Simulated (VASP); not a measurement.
**Al: equation of state with PBEsol**

Al:

```
Al
1.0
    -1.60983    1.60983    1.60983
     1.60983   -1.60983    1.60983
     1.60983    1.60983   -1.60983
Al
1
Direct
  0.00000 0.00000 0.00000
```

This isn't the form of Al at room conditions, which is fcc.

```yaml
Program: VASP 6.6.1
Task: equation of state
Functional: PBEsol
Potentials_or_basis: VASP PAW PBE potentials, release 64 (Al)
Cutoff: 520 eV
k_mesh: 10 × 10 × 10
Occupations: fermi-dirac, width 0.05 eV
Spin: no spin polarisation
Ladder: gaps
Further_INCAR_settings: ALGO = Normal; EDIFF = 1e-07
```

```yaml
Equilibrium_volume: 16.69 Å³/atom
Bulk_modulus: 75 GPa
Pressure_derivative_of_the_bulk_modulus: "4.3 (rough: it moves with the points fitted)"
```

Energy against volume, from the lowest point:
```
volume (Å³/atom)  energy (meV/atom)
          16.020               6.73
          16.354               1.63
          16.688               0.00
          17.022               1.49
          17.355               5.77
```

All runs of the series together: 14 s on 1 thread of Intel(R) Xeon(R) Platinum 8488C (Sapphire Rapids) (shared host).

Caveat: the PAW data sets were made with another functional, which shifts forces and pressure a little.
